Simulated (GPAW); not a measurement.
# NiO (Fm-3m) in GPAW: notebook

One crystal, NiO, is run at these levels: PBEsol+D4, BLYP; tasks: equation of state.

Program: GPAW 26.7.0. These are calculated values, not measurements. Logs are shortened: lines on timing, memory, paths and dates and some standing lists are left out, and cuts for length are marked. The log counts tension as positive stress, the text compression.

### Step 1. The crystal as given

The structure is cubic, space group Fm-3m (No. 225). Conventional cell: a = 4.172 Å, b = 4.172 Å, c = 4.172 Å, α = 90.00°, β = 90.00°, γ = 90.00°. Around Ni (site symmetry m-3m) lie 6 O at 2.09 Å. Around O (site symmetry m-3m) lie 6 Ni at 2.09 Å.

### Step 2. Equation of state, PBEsol+D4, collinear spin, ferromagnetic start

Contents of run.py:

```python
from ase.calculators.mixing import SumCalculator
from ase.eos import EquationOfState
from ase.io import Trajectory, read
from ase.units import GPa
from dftd4.ase import DFTD4
from gpaw import GPAW, PW, setup_paths

setup_paths.insert(0, '.')

atoms = read('POSCAR')
atoms.set_initial_magnetic_moments([1.0, 0.0])

traj = Trajectory('eos.traj', 'w')
volumes, energies = [], []
for x in [0.94, 0.96, 0.98, 1.0, 1.02, 1.04, 1.06]:
    a = atoms.copy()
    a.set_cell(atoms.cell * x**(1 / 3), scale_atoms=True)
    calc = GPAW(mode=PW(800),
                xc='PBEsol',
                kpts={'size': (8, 8, 8), 'gamma': True},
                occupations={'name': 'fermi-dirac', 'width': 0.05},
                nbands=22,
                convergence={'density': 1e-05, 'energy': 1e-05},
                maxiter=150,
                txt=f'eos-{x:.2f}.txt')
    a.calc = SumCalculator([calc, DFTD4(method='pbesol')])
    energies.append(a.get_potential_energy())
    volumes.append(a.get_volume())
    p = -a.get_stress()[:3].mean() / GPa
    calc.write(f'eos-{x:.2f}.gpw')
    traj.write(a)
    print(f'{x:.2f} {volumes[-1]:10.4f} A^3 {energies[-1]:14.6f} eV {p:9.3f} GPa', flush=True)

v0, e0, B = EquationOfState(volumes, energies, eos='birchmurnaghan').fit()
print(f'V0 = {v0:.4f} A^3, E0 = {e0:.6f} eV, B0 = {B / GPa:.2f} GPa')
```

Contents of POSCAR:

```
NiO
1.0
    0.0000000000      2.0859016414      2.0859016414
    2.0859016414      0.0000000000      2.0859016414
    2.0859016414      2.0859016414      0.0000000000
Ni O
1 1
Direct
    0.0000000000      0.0000000000      0.0000000000
    0.5000000000      0.5000000000      0.5000000000
```

Potentials or basis: PAW data sets generated in the run's folder for this functional, pw.

On the command line:

```sh
gpaw-setup -f PBEsol Ni O
OMP_NUM_THREADS=1 python run.py
```

Standard output:

```text
__  _  _
 | _ |_)|_||  |
 |__||  | ||/\| - 26.7.0

Input parameters:
  mode=PW(ecut=800.0),
  convergence={'density': 1e-05, 'energy': 1e-05},
  kpts=MonkhorstPack(size=(8, 8, 8), gamma=True),
  maxiter=150,
  nbands=22,
  occupations=Occupations(name='fermi-dirac', width=0.05),
  xc=XC(name='PBEsol')

Diagonalizing LCAO Hamiltonian
Converting LCAO to pw mode

              O

       Ni

Atoms  # Å, Bohr magnetons
|   | symbol |        x |        y |        z |    initial magnetic moments |
|---|--------|----------|----------|----------|-----------------------------|
| 0 |     Ni | 0.000000 | 0.000000 | 0.000000 | ( 0.0000,  0.0000,  1.0000) |
| 1 |      O | 2.043320 | 2.043320 | 2.043320 | ( 0.0000,  0.0000,  0.0000) |

Unit cell  # Å
| periodic |        x |        y |        z |  lengths |    angles |
|----------|----------|----------|----------|----------|-----------|
|      yes | 0.000000 | 2.043320 | 2.043320 | 2.889691 | 60.000000 |
|      yes | 2.043320 | 0.000000 | 2.043320 | 2.889691 | 60.000000 |
|      yes | 2.043320 | 2.043320 | 0.000000 | 2.889691 | 60.000000 |

Number of symmetries: 48
Symmetry operations  # r_c * U_cc + t_c -> r_c
|    | kind |            matrix            |
|----|------|------------------------------|
|  0 |  σ   |  1, 0, 0,  1, 0,-1,  1,-1, 0 |
|  1 |  C2  |  1, 0, 0,  1,-1, 0,  1, 0,-1 |
|  2 |  E   |  1, 0, 0,  0, 1, 0,  0, 0, 1 |
|  3 |  σ   |  1, 0, 0,  0, 0, 1,  0, 1, 0 |
|  4 |  C4  |  1, 0,-1,  1, 0, 0,  1,-1, 0 |
|  5 |  S6  |  1, 0,-1,  1,-1, 0,  1, 0, 0 |
|  6 |  σ   |  1, 0,-1,  0, 1,-1,  0, 0,-1 |
|  7 |  C3  |  1, 0,-1,  0, 0,-1,  0, 1,-1 |
|  8 |  S6  |  1,-1, 0,  1, 0, 0,  1, 0,-1 |
|  9 |  C4  |  1,-1, 0,  1, 0,-1,  1, 0, 0 |
| 10 |  C3  |  1,-1, 0,  0,-1, 1,  0,-1, 0 |
| 11 |  σ   |  1,-1, 0,  0,-1, 0,  0,-1, 1 |
| 12 |  σ   |  0, 1, 0,  1, 0, 0,  0, 0, 1 |
| 13 |  C4  |  0, 1, 0,  0, 1,-1, -1, 1, 0 |
| 14 |  C3  |  0, 1, 0,  0, 0, 1,  1, 0, 0 |
| 15 |  S6  |  0, 1, 0, -1, 1, 0,  0, 1,-1 |
| 16 |  C2  |  0, 1,-1,  1, 0,-1,  0, 0,-1 |
| 17 |  σ   |  0, 1,-1,  0, 1, 0, -1, 1, 0 |
| 18 |  S4  |  0, 1,-1,  0, 0,-1,  1, 0,-1 |
| 19 |  C4  |  0, 1,-1, -1, 1, 0,  0, 1, 0 |
| 20 |  C3  |  0, 0, 1,  1, 0, 0,  0, 1, 0 |
| 21 |  σ   |  0, 0, 1,  0, 1, 0,  1, 0, 0 |
| 22 |  S6  |  0, 0, 1,  0,-1, 1, -1, 0, 1 |
| 23 |  C4  |  0, 0, 1, -1, 0, 1,  0,-1, 1 |
| 24 |  S4  |  0, 0,-1,  1, 0,-1,  0, 1,-1 |
| 25 |  C3  |  0, 0,-1,  0, 1,-1,  1, 0,-1 |
| 26 |  C2  |  0, 0,-1,  0,-1, 0, -1, 0, 0 |
| 27 |  S6  |  0, 0,-1, -1, 0, 0,  0,-1, 0 |
| 28 |  S4  |  0,-1, 1,  1,-1, 0,  0,-1, 0 |
| 29 |  C4  |  0,-1, 1,  0, 0, 1, -1, 0, 1 |
| 30 |  C2  |  0,-1, 1,  0,-1, 0,  1,-1, 0 |
| 31 |  σ   |  0,-1, 1, -1, 0, 1,  0, 0, 1 |
| 32 |  C3  |  0,-1, 0,  1,-1, 0,  0,-1, 1 |
| 33 |  S6  |  0,-1, 0,  0, 0,-1, -1, 0, 0 |
| 34 |  S4  |  0,-1, 0,  0,-1, 1,  1,-1, 0 |
| 35 |  C2  |  0,-1, 0, -1, 0, 0,  0, 0,-1 |
| 36 |  C2  | -1, 1, 0,  0, 1, 0,  0, 1,-1 |
| 37 |  S6  | -1, 1, 0,  0, 1,-1,  0, 1, 0 |
| 38 |  S4  | -1, 1, 0, -1, 0, 1, -1, 0, 0 |
| 39 |  C3  | -1, 1, 0, -1, 0, 0, -1, 0, 1 |
| 40 |  S6  | -1, 0, 1,  0, 0, 1,  0,-1, 1 |
| 41 |  C2  | -1, 0, 1,  0,-1, 1,  0, 0, 1 |
| 42 |  C3  | -1, 0, 1, -1, 1, 0, -1, 0, 0 |
| 43 |  S4  | -1, 0, 1, -1, 0, 0, -1, 1, 0 |
| 44 |  C2  | -1, 0, 0,  0, 0,-1,  0,-1, 0 |
| 45 |  i   | -1, 0, 0,  0,-1, 0,  0, 0,-1 |
| 46 |  σ   | -1, 0, 0, -1, 1, 0, -1, 0, 1 |
| 47 |  C2  | -1, 0, 0, -1, 0, 1, -1, 1, 0 |

BZ-sampling:
  Number of BZ points: 512
  Number of IBZ points: 29

  Monkhorst-Pack size: [8, 8, 8]
  Monkhorst-Pack shift: [0.0625, 0.0625, 0.0625]

K-points  # in reciprocal-cell coordinates
|     |                                coordinates |     weight |
|-----|--------------------------------------------|------------|
|   0 | (  0.00000000,   0.00000000,   0.00000000) | 0.00195312 |
|   1 | (  0.12500000,   0.12500000,   0.00000000) | 0.01171875 |
|   2 | (  0.12500000,   0.12500000,   0.12500000) | 0.01562500 |
|   3 | (  0.25000000,   0.12500000,   0.12500000) | 0.02343750 |
|   4 | (  0.25000000,   0.25000000,   0.00000000) | 0.01171875 |
|   5 | (  0.25000000,   0.25000000,   0.12500000) | 0.04687500 |
|   6 | (  0.25000000,   0.25000000,   0.25000000) | 0.01562500 |
|   7 | (  0.37500000,   0.25000000,  -0.37500000) | 0.04687500 |
|   8 | (  0.37500000,   0.25000000,   0.12500000) | 0.04687500 |
|   9 | (  0.37500000,   0.25000000,   0.25000000) | 0.04687500 |
| ... |                                            |            |
|  28 | (  0.50000000,   0.50000000,   0.50000000) | 0.00781250 |

Plane wave coefficients: 893
Cutoff: 800.0 eV

Spin-components: 2 (collinear spins)
Bands:           22
Projectors:      11
Spin-degeneracy: 1
Datatype:        complex128

Parallelization:
  kpt:    1
  domain: 1
  band:   1

Density:
  Valence electrons: 22.0
  Components: 2
  Grid points: [20 20 20]
  Charge: 0.0  # |e|

Potential:
  Grid points: [20 20 20]

species:
  Ni:
    name:    Nickel
    Z:       28.0
    valence: 16
    core:    12
    charge:  0.0  # [|e|]
    compensation charges:
      type: gauss
      rc: 0.36  # [Å]
      lmax: 2
    cutoffs:
      filter: 2.14  # [Å]
      core: 1.98  # [Å]
    projectors
    | kind |    occ | energy [eV] | rcut [Å] |
    |------|--------|-------------|----------|
    |   4s |  2.000 |      -5.661 |    1.164 |
    |   3p |  6.000 |     -71.261 |    1.207 |
    |   4p |  0.000 |      -1.193 |    1.207 |
    |   3d |  8.000 |      -8.901 |    1.138 |
    |    s |        |      21.550 |    1.164 |
    |    d |        |      18.310 |    1.138 |

    Using partial waves for Ni as LCAO basis

  O:
    name:    Oxygen
    Z:       8.0
    valence: 6
    core:    2
    charge:  0.0  # [|e|]
    compensation charges:
      type: gauss
      rc: 0.21  # [Å]
      lmax: 2
    cutoffs:
      filter: 1.17  # [Å]
      core: 0.83  # [Å]
    projectors
    | kind |    occ | energy [eV] | rcut [Å] |
    |------|--------|-------------|----------|
    |   2s |  2.000 |     -23.808 |    0.688 |
    |   2p |  4.000 |      -8.972 |    0.598 |
    |    s |        |       3.404 |    0.688 |
    |    p |        |      18.239 |    0.598 |
    |    d |        |       0.000 |    0.619 |

    Using partial waves for O as LCAO basis

Reference energy: -43366.555767  # eV

eigensolver:
  PPCG
  Converge bands: occupied
  niter=2

density mixing:
  MSR1-Mixer
  Pratt-step length: 0.05
  Maximum mixing coefficient: 0.75
  Old densities: 10
  SVD Regularization: 0.005
  Good broyden scale: 1.0
  Trust region scale: 1.0
  Backstep threshold: 4.0
  History deletion threshold: 6.0
  Fourier metric: weight=20.0, sigma=0.015

occupation numbers:
  Fermi-Dirac:
    width: 0.0500  # eV

poisson solver:
  ecut: 6400.0  # eV

xc functional:
  name: PBEsol with 2 nearest neighbor stencil

convergence criteria:
- Maximum integral of absolute [dens]ity change: 1e-05 electrons / valence electron
- Maximum [total energy] change in last 3 cyles: 1e-05 eV / valence electron
- Maximum integral of absolute [eigenst]ate change: 4e-08 eV^2 / valence electron
maximum number of iterations: 150

SCF iterations
|iter     | |      energy | eigst |  dens |  magmom |
|---------|-|-------------|-------|-------|---------|
|iter:   1| |  -14.548249 | +0.21 |       |  +1.0004|
|iter:   2| |  -14.457333 | -2.35 | -1.14 |  +0.9896|
|iter:   3| |  -14.230053 | -2.35 | -1.18 |  +0.8394|
|iter:   4| |  -14.277468 | -2.90 | -1.77 |  +0.8057|
|iter:   5| |  -14.225789 | -3.54 | -1.69 |  +0.7945|
|iter:   6| |  -14.229469 | -4.09 | -2.13 |  +0.7617|
|iter:   7| |  -14.229426 | -6.44 | -3.02 |  +0.7681|
|iter:   8| |  -14.229370c| -6.12 | -3.22 |  +0.7804|
|iter:   9| |  -14.229279c| -6.46 | -3.49 |  +0.7933|
|iter:  10| |  -14.229241c| -7.60c| -3.85 |  +0.7972|
|iter:  11| |  -14.229202c| -7.70c| -4.13 |  +0.8006|
|iter:  12| |  -14.229197c| -7.91c| -4.77 |  +0.8013|
|iter:  13| |  -14.229194c| -8.05c| -5.16c|  +0.8016|

Converged in 13 steps
Energy contributions relative to reference atoms: (reference = -43366.555767)

Energy contributions:
  Kinetic:          25.029194
  Coulomb:         -21.156034
  Zero:              0.239853
  External:          0.000000
  Xc:              -18.335245
  Entropy:          -0.013923
  Spinorbit:         0.000000
  ----------------------------
  Free energy:     -14.236156
  Extrapolated:    -14.229194

dipole moment: (-8.208722, -8.208722, -8.208722)  # |e|*Ang

Total magnetic moment: (0.000000, 0.000000, 0.801574)

Local magnetic moments
|        x |        y |        z |
|----------|----------|----------|
| 0.000000 | 0.000000 | 0.686257 |  # Ni   0
| 0.000000 | 0.000000 | 0.083882 |  # O    1

Fermi level: 8.966
Eigenvalues  # (at kpt = [0.000, 0.000, 0.000])
| band index |      eig [eV] | occ [0-1] |      eig [eV] | occ [0-1] |
|------------|---------------|-----------|---------------|-----------|
|          0 |       -54.989 |     1.000 |       -54.173 |     1.000 |
|        ... |               |           |               |           |
|          4 |         5.351 |     1.000 |         5.555 |     1.000 |
|          5 |         5.351 |     1.000 |         5.555 |     1.000 |
|          6 |         5.351 |     1.000 |         5.555 |     1.000 |
|          7 |         6.543 |     1.000 |         6.969 |     1.000 |
|          8 |         6.543 |     1.000 |         6.969 |     1.000 |
|          9 |         6.543 |     1.000 |         6.969 |     1.000 |
[... 8 lines left out ...]
|         18 |        31.967 |     0.000 |        32.196 |     0.000 |
|         19 |        31.967 |     0.000 |        32.196 |     0.000 |
|        ... |               |           |               |           |
|         21 |        35.299 |     0.000 |        35.615 |     0.000 |

No gap
No difference between direct/indirect transitions

Stress tensor  # eV/Ang^3
|         x |         y |         z |
|-----------|-----------|-----------|
| -0.050288 |  0.000000 |  0.000000 |
|  0.000000 | -0.050288 | -0.000000 |
|  0.000000 | -0.000000 | -0.050288 |

# Writing to eos-0.94.gpw (mode='')
```

Wall time 5.5 min (1 thread of Arm Neoverse V1, shared host); peak memory 0.31 GiB.

Results:

```
Equilibrium volume : 8.69 Å³/atom (rough: see the caveat)
Bulk modulus       : 181 GPa (rough)
```

Energy against volume, from the lowest point:
```
volume (Å³/atom)  energy (meV/atom)
           8.531               3.75
           8.713               0.00
           8.894               1.60
           9.076               8.26
           9.257              19.01
           9.439               8.89
           9.620              22.67
```

Caveat: the energies scatter about the fit; the fit is doubtful: noisy points or a state that changes with volume.

### Step 3. Equation of state, BLYP, collinear spin, ferromagnetic start

run.py: that of step 2 with these lines changed.

```diff
@@ -1,2 +1 @@
-from ase.calculators.mixing import SumCalculator
 from ase.eos import EquationOfState
@@ -4,3 +3,2 @@
 from ase.units import GPa
-from dftd4.ase import DFTD4
 from gpaw import GPAW, PW, setup_paths
@@ -9,3 +7,3 @@
 
-atoms = read('POSCAR')
+atoms = read('NiO.cif')
 atoms.set_initial_magnetic_moments([1.0, 0.0])
@@ -18,3 +16,3 @@
     calc = GPAW(mode=PW(800),
-                xc='PBEsol',
+                xc='BLYP',
                 kpts={'size': (8, 8, 8), 'gamma': True},
@@ -23,6 +21,7 @@
                 convergence={'density': 1e-05, 'energy': 1e-05},
+                eigensolver='davidson',
                 maxiter=150,
                 txt=f'eos-{x:.2f}.txt')
-    a.calc = SumCalculator([calc, DFTD4(method='pbesol')])
-    energies.append(a.get_potential_energy())
+    a.calc = calc
+    energies.append(a.get_potential_energy(force_consistent=True))
     volumes.append(a.get_volume())
```

Contents of NiO.cif:

```cif
data_NiO
_cell_length_a 2.94991039
_cell_length_b 2.94991039
_cell_length_c 2.94991039
_cell_angle_alpha 60.00000000
_cell_angle_beta 60.00000000
_cell_angle_gamma 60.00000000
_space_group_name_H-M_alt 'P1'
_space_group_name_Hall 'P 1'
_space_group_IT_number 1
loop_
_space_group_symop_operation_xyz
'x,y,z'
loop_
_atom_site_label
_atom_site_type_symbol
_atom_site_symmetry_multiplicity
_atom_site_Wyckoff_symbol
_atom_site_fract_x
_atom_site_fract_y
_atom_site_fract_z
_atom_site_occupancy
Ni1 Ni 1 a 0.0000000000 0.0000000000 0.0000000000 1
O1 O 1 a 0.5000000000 0.5000000000 0.5000000000 1
```

Potentials or basis: PAW data sets generated in the run's folder for this functional, pw.

On the command line:

```sh
gpaw-setup -f BLYP Ni O
OMP_NUM_THREADS=1 python run.py
```

Wall time 6.7 min (1 thread of Arm Neoverse V1, shared host); peak memory 0.28 GiB.

The run converged. Its results:

```
Equilibrium volume : 9.80 Å³/atom (rough: see the caveat)
Bulk modulus       : 254 GPa (rough)
```

Energy against volume, from the lowest point:
```tsv
volume (Å³/atom)	energy (meV/atom)
8.531	116.60
8.713	87.26
8.894	60.58
9.076	38.11
9.257	20.76
9.439	8.19
9.620	0.00
```

Caveat: the fit is doubtful: noisy points or a state that changes with volume; the minimum lies outside the volumes run.
